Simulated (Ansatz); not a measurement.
# AgI (F-43m): a single-point run

Wanted: a converged single-point run for AgI (F-43m), and a check of what comes out. The structure is shown as the input types it.

The COD entry's cell or inner coordinates are ideal or old and differ from later refinements, so a difference from it is no clean test against experiment.

Program: Ansatz 0.2.0. Level of theory: Kohn-Sham DFT, with the functional, basis and potentials that each input names (as first typed). These are calculated values, not measurements.

1 further run of the same task is left out (it didn't finish). Runs told in other sessions of the task aren't counted.

## 1. The starting structure

Symmetry: F-43m, No. 216, cubic system. The conventional cell has a = 6.626 Å, b = 6.626 Å, c = 6.626 Å, α = 90.00°, β = 90.00°, γ = 90.00°. Ag (site symmetry -43m) is surrounded by 4 I at 2.87 Å. I (site symmetry -43m) has 4 Ag at 2.87 Å in its first shell of neighbours.

As a file:

```xyz
2
Lattice="0.0000 3.3128 3.3128 3.3128 0.0000 3.3128 3.3128 3.3128 0.0000" Properties=species:S:1:pos:R:3 pbc="T T T"
Ag    0.0000    0.0000    0.0000
I     4.9693    4.9693    4.9693
```

## 2. The run

Input file input.yaml:

```yaml
crystal:
  lattice:
    - [0.0, 3.3128479699, 3.3128479699]
    - [3.3128479699, 0.0, 3.3128479699]
    - [3.3128479699, 3.3128479699, 0.0]
  atoms:
    - { symbol: Ag, position: [0.0, 0.0, 0.0] }
    - { symbol: I, position: [0.75, 0.75, 0.75] }
basis:
  ecutwfc: 420
  ecutrho_ratio: 4
kpoints:
  mp_grid: { grid: [10, 10, 10] }
hamiltonian:
  xc: pbe
  hubbard: { sites: [{ species: Ag, l: f, u_eff: 30.0 }] }
scf:
  occupations: { method: gaussian, width: 0.05 }
  max_iter: 80
output:
  forces: true
  stress: true
```

The run is started by

```
> ansatz run input.yaml --threads 2 --pin off --max-ram 2662MiB --backend cpu --events-out ev --progress --plain --runs-dir out
```

Q: Will this input give a usable result? If not, why, and what should change?

Nothing was computed: the input was turned down at the start. It says: «inconsistent input (hamiltonian.hubbard.sites[].l, hamiltonian.hubbard.sites[].shell): the file of Ag doesn't list 4f, and it can't be added: PBE doesn't bind the shell 4f of the free atom, whose level lies at +1.09 eV ...»

In the input, hamiltonian.hubbard.sites is [{species: Ag, l: f, u_eff: 30.0}]. The Hubbard term names a species or shell that the system's potentials don't have.

Fix: delete hamiltonian.hubbard.sites.
